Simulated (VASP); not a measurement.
# Sb (Im-3m) in VASP: further runs, part 2 of 2

VASP 6.6.1.

**3. RPA correlation energy, PBE**

POSCAR reads:

```
Sb
1.0
   -1.8713408863      1.8713408863      1.8713408863
    1.8713408863     -1.8713408863      1.8713408863
    1.8713408863      1.8713408863     -1.8713408863
Sb
1
Direct
    0.0000000000      0.0000000000      0.0000000000
```

INCAR.step1 reads:

```
PREC = Accurate
ENCUT = 350
EDIFF = 1E-8
ISMEAR = 0
SIGMA = 0.05
LREAL = False
LASPH = True
NELM = 80
ALGO = Normal
LWAVE = True
LCHARG = False
GGA = PE
```

INCAR.step2 reads:

```
PREC = Accurate
ENCUT = 350
EDIFF = 1E-8
ISMEAR = 0
SIGMA = 0.05
LREAL = False
LASPH = True
NELM = 1
ALGO = EIGENVAL
LWAVE = False
LCHARG = False
GGA = PE
LHFCALC = True
AEXX = 1.0
ALDAC = 0.0
AGGAC = 0.0
ISTART = 1
PRECFOCK = Fast
```

INCAR.step3 reads:

```
PREC = Accurate
ENCUT = 350
EDIFF = 1E-8
ISMEAR = 0
SIGMA = 0.05
LREAL = False
LASPH = True
NELM = 1
ALGO = Exact
LWAVE = True
LCHARG = False
GGA = PE
NBANDS = 402
LOPTICS = True
ISTART = 1
```

INCAR.step4 reads:

```
PREC = Accurate
ENCUT = 350
EDIFF = 1E-8
ISMEAR = 0
SIGMA = 0.05
LREAL = False
LASPH = True
NELM = 80
ALGO = ACFDT
LWAVE = False
LCHARG = False
GGA = PE
NBANDS = 402
ENCUTGW = 250
NOMEGA = 8
ISTART = 1
PRECFOCK = Fast
```

KPOINTS reads:

```
regular mesh
0
Gamma
  4 4 4
```

Potentials or basis: VASP PAW PBE potentials, release 64 (Sb_d_GW).

Run with:

```sh
$ cat potpaw_PBE.64/Sb_d_GW/POTCAR > POTCAR
$ cp INCAR.step1 INCAR
$ mpirun -np 1 vasp_std > vasp.out
$ cp INCAR.step2 INCAR
$ mpirun -np 1 vasp_std > vasp.out
$ cp INCAR.step3 INCAR
$ mpirun -np 1 vasp_std > vasp.out
$ cp INCAR.step4 INCAR
$ mpirun -np 1 vasp_std > vasp.out
```

OUTCAR:

```text
PREC = Accurate
   ENCUT = 350
   EDIFF = 1E-8
   ISMEAR = 0
   LREAL = False
   LASPH = True
   NELM = 80
   GGA = PE
   ENCUTGW = 250
   ISTART = 1
   PRECFOCK = Fast

 ion  position               nearest neighbor table
   1  0.000  0.000  0.000-

  LATTYP: Found a body centered cubic cell.
 ALAT       =     3.7426817726

  Lattice vectors:

 A1 = (  -1.8713408863,   1.8713408863,   1.8713408863)
 A2 = (   1.8713408863,  -1.8713408863,   1.8713408863)
 A3 = (   1.8713408863,   1.8713408863,  -1.8713408863)

Analysis of symmetry for initial positions (statically):
[... 135 lines left out ...]
   NKREDX  =     1    reduce k-point grid by
   NKREDY  =     1    reduce k-point grid by
   NKREDZ  =     1    reduce k-point grid by
   AEXX    =    1.0000 exact exchange contribution
   HFSCREEN=    0.0000 screening length (either q_TF or 0.3 A-1)
   HFSCREENC=   0.0000 screening length for correlation (either q_TF or 0.3 A-1)
   ENCUTFOCK=  -1.0 apply spherical cutoff to Coloumb kernel
   IVDW    =     0    specifies the selected vdW correction
   LEPSILON=     F    determine dielectric tensor
   LRPA    =     F    only Hartree local field effects (RPA)
   LRPAFORCE           =     F    calculate RPA forces
   ENCUTGW             = 250.0    cutoff for response function in eV
   ENCUTGWSOFT         = 200.0    soft cutoff for Coulomb kernel in GW response function in eV
   ENCUTLF             =  -1.0    cutoff for local field effects
   NELMGW              =     1    number of iterations in solving QP/BSE equation
   NELMHF              =     1    number of iterations in the inner HF iteration
   NKREDLFX            =     1    NKREDLFY  =   1   NKREDLFZ  =   1
 non-spin polarized calculation
 Gauss-broadening in eV      SIGMA  =   0.05
  energy-cutoff  :      350.00
  volume of cell :       26.21
 maximum number of plane-waves:       402
  NGX = 14; NGY = 14; NGZ = 14
   NGX =  9   NGY =  9   NGZ =  9
 maximum number of plane-waves:       241

      cutoff energy     smooth cutoff   RPA   correlation   Hartree contr. to MP2
---------------------------------------------------------------------------------
            250.000           200.000      -18.7993538496      -39.3120712997
            238.095           190.476      -18.7057059043      -39.1902068317
            226.757           181.406      -18.6034883190      -39.0557169711
            215.959           172.768      -18.4915749924      -38.9070210919
            205.676           164.541      -18.3684803538      -38.7421742712
            195.882           156.705      -18.2354634247      -38.5626611429
            186.554           149.243      -18.0908848169      -38.3663346511
            177.670           142.136      -17.9334084551      -38.1517371240
  linear regression
  converged value                          -20.1005963197      -41.0611799502
```

OUTCAR.step1:

```text
PREC = Accurate
   ENCUT = 350
   EDIFF = 1E-8
   ISMEAR = 0
   LREAL = False
   LASPH = True
[... 309 lines left out ...]
 POSITION                                       TOTAL-FORCE (eV/Angst)
 -----------------------------------------------------------------------------------
      0.00000      0.00000      0.00000        -0.000000      0.000000      0.000000
 -----------------------------------------------------------------------------------
    total drift:                                0.000000     -0.000000      0.000000

  FREE ENERGIE OF THE ION-ELECTRON SYSTEM (eV)
  ---------------------------------------------------
  free  energy   TOTEN  =        -3.8201259506 eV

  energy  without entropy=       -3.8159127887  energy(sigma->0) =       -3.81801937
```

Wall time 5.4 min (1 thread of Intel Xeon Platinum 8259CL at 2.50GHz (Skylake/Cascade Lake), shared host); peak memory 0.32 GiB.

What came out:

| Item | Value |
| --- | --- |
| Band gap on the k mesh, mean-field level | none (metal or under the smearing width) |
| RPA correlation energy | -20.101 eV/atom |
| RPA total energy per cell | -27.308 eV |
| RPA correlation energy per cell | -20.101 eV |

Levels at points of the mesh, in eV from the Fermi level:
```
           k point  band 5  band 6  band 7  band 8  band 9  band 10
(0.00, 0.00, 0.00)  -28.92  -12.74    6.00    6.00    6.00    11.73
(0.50, 0.00, 0.00)  -28.87   -8.54   -5.43    2.06    4.14     6.95
(0.50, 0.50, 0.50)  -28.88   -5.17   -1.74   -1.74   -1.74     3.28
```

Caveat: the k mesh is coarse (spacing up to 0.59 Å⁻¹), so the values aren't converged; the ground state has no gap, which makes the many-body step unreliable. The run has no spin-orbit coupling, so splittings on Sb are missing.

**4. Equation of state, LDA, 24.38 Å³/atom (a relaxed cell with its volume scaled by 0.96)**

INCAR reads:

```
PREC = Accurate
ENCUT = 520
EDIFF = 1E-6
ISMEAR = -1
SIGMA = 0.05
LREAL = False
LASPH = True
NELM = 100
ALGO = Fast
ISIF = 2
LWAVE = False
LCHARG = False
```

KPOINTS reads:

```
Automatic mesh
0
Gamma
  8 8 8
```

POSCAR reads:

```
Sb                                      
1.0
   -1.8267683190      1.8267683190      1.8267683190
    1.8267683190     -1.8267683190      1.8267683190
    1.8267683190      1.8267683190     -1.8267683190
  Sb            
     1
Direct
     0.0000000000000000    0.0000000000000000    0.0000000000000000
```

Potentials or basis: VASP PAW LDA potentials, release 64 (Sb).

Run with:

```sh
$ cat potpaw_LDA.64/Sb/POTCAR > POTCAR
$ mpirun -np 1 vasp_std > vasp.out
```

Run time: 4.1 s. Hardware: 1 thread of AMD EPYC 7R43 (Zen 3), shared host; peak memory 0.09 GiB.

Results (log left out):

```yaml
Free_energy: -4.5988 eV
Pressure: 3.3 GPa
Band_gap_on_the_k_mesh: none (metal or under the smearing width)
```

**5. Equation of state, LDA, 24.89 Å³/atom (a relaxed cell with its volume scaled by 0.98)**

INCAR is that of step 4.

KPOINTS is that of step 4.

POSCAR reads:

```
Sb                                      
1.0
   -1.8393671193      1.8393671193      1.8393671193
    1.8393671193     -1.8393671193      1.8393671193
    1.8393671193      1.8393671193     -1.8393671193
  Sb            
     1
Direct
     0.0000000000000000    0.0000000000000000    0.0000000000000000
```

Run with:

```sh
$ cat potpaw_LDA.64/Sb/POTCAR > POTCAR
$ mpirun -np 1 vasp_std > vasp.out
```

Wall time 4.4 s (1 thread of AMD EPYC 7R43 (Zen 3), shared host); peak memory 0.09 GiB.

Results (log left out):

```yaml
Free_energy: -4.6066 eV
Pressure: 1.5 GPa
Band_gap_on_the_k_mesh: none (metal or under the smearing width)
```

**6. Equation of state, LDA, 25.40 Å³/atom**

INCAR is that of step 5.

KPOINTS is that of step 5.

POSCAR reads:

```
Sb                                      
1.0
   -1.8517956525      1.8517956525      1.8517956525
    1.8517956525     -1.8517956525      1.8517956525
    1.8517956525      1.8517956525     -1.8517956525
  Sb            
     1
Direct
     0.0000000000000000    0.0000000000000000    0.0000000000000000
```

Potentials or basis: VASP PAW LDA potentials, release 64 (Sb).

Run with:

```sh
$ cat potpaw_LDA.64/Sb/POTCAR > POTCAR
$ mpirun -np 1 vasp_std > vasp.out
```

Wall time 4.3 s (1 thread of AMD EPYC 7R43 (Zen 3), shared host); peak memory 0.09 GiB.

Results (log left out):

```yaml
Free_energy: -4.6090 eV
Pressure: 0.0 GPa
Band_gap_on_the_k_mesh: none (metal or under the smearing width)
```

**7. Equation of state, LDA, 25.91 Å³/atom (a relaxed cell with its volume scaled by 1.02)**

INCAR is that of step 6.

KPOINTS is that of step 6.

POSCAR reads:

```
Sb                                      
1.0
   -1.8640595573      1.8640595573      1.8640595573
    1.8640595573     -1.8640595573      1.8640595573
    1.8640595573      1.8640595573     -1.8640595573
  Sb            
     1
Direct
     0.0000000000000000    0.0000000000000000    0.0000000000000000
```

Run with:

```sh
$ cat potpaw_LDA.64/Sb/POTCAR > POTCAR
$ mpirun -np 1 vasp_std > vasp.out
```

Wall time 4.6 s (1 thread of AMD EPYC 7R43 (Zen 3), shared host); peak memory 0.09 GiB.

Results (log left out):

| Property | Result |
| --- | --- |
| Free energy | -4.6067 eV |
| Pressure | -1.4 GPa |
| Band gap on the k mesh | none (metal or under the smearing width) |

**8. Equation of state, LDA, 26.42 Å³/atom (a relaxed cell with its volume scaled by 1.04)**

INCAR is that of step 7.

KPOINTS is that of step 7.

POSCAR reads:

```
Sb                                      
1.0
   -1.8761641793      1.8761641793      1.8761641793
    1.8761641793     -1.8761641793      1.8761641793
    1.8761641793      1.8761641793     -1.8761641793
  Sb            
     1
Direct
     0.0000000000000000    0.0000000000000000    0.0000000000000000
```

Run with:

```sh
$ cat potpaw_LDA.64/Sb/POTCAR > POTCAR
$ mpirun -np 1 vasp_std > vasp.out
```

Run time: 4.7 s. Hardware: 1 thread of AMD EPYC 7R43 (Zen 3), shared host; peak memory 0.09 GiB.

Results (log left out):

```
Free energy            : -4.6005 eV
Pressure               : -2.6 GPa
Band gap on the k mesh : none (metal or under the smearing width)
```

**9. Equation of state, LDA**

This run uses another cell than the first one, of 25.40 Å³/atom, 0.969 times its volume.

Potentials or basis: VASP PAW LDA potentials, release 64 (Sb).

This step only gathers the single runs of the series.

What came out:

```yaml
Equilibrium_volume: 25.40 Å³/atom
Bulk_modulus: 73 GPa
Pressure_derivative_of_the_bulk_modulus: "6.2 (rough: it moves with the points fitted)"
```

Energy against volume, from the lowest point:
| volume (Å³/atom) | energy (meV/atom) |
| --- | --- |
| 24.384 | 10.16 |
| 24.892 | 2.41 |
| 25.400 | 0.00 |
| 25.908 | 2.25 |
| 26.416 | 8.50 |

Spin-orbit coupling is left out, which matters for the levels of Sb.
